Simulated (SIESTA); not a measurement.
Crystal: WC (Qusongite).

```
CELL_PARAMETERS angstrom
2.90650 0.00000 0.00000
-1.45325 2.51710 0.00000
0.00000 0.00000 2.83660
ATOMIC_POSITIONS crystal
W 0.00000 0.00000 0.00000
C 0.66667 0.33333 0.50000
```

Base run:

| Quantity | Value |
| --- | --- |
| Program | SIESTA 5.4.2 |
| Functional | PBE |
| Potentials or basis | PseudoDojo 0.4 standard (PBE files) |
| Basis | DZP (energy shift 0.002 Ry) |
| Grid cutoff | 800 Ry |
| Energy shift | 0.002 Ry |
| k mesh | 10 × 10 × 9 |
| Occupations | fermi-dirac, width 0.05 eV |
| Spin | no spin polarisation |

Its results: band gap on the k mesh none (metal or under the smearing width); pressure 11.3 GPa.

The run is repeated on the same cell with these changes: basis from DZP (energy shift 0.002 Ry) to TZP (energy shift 0.002 Ry). What comes out?

Band gap on the k mesh none (metal or under the smearing width); pressure 10.2 GPa.

Caveats: semicore shells carry a single zeta, which can move pressures by several GPa and volumes by a few percent; the basis of atomic orbitals isn't converged, which shifts pressures, moduli and gaps.

Not every run made on this cell is shown here.
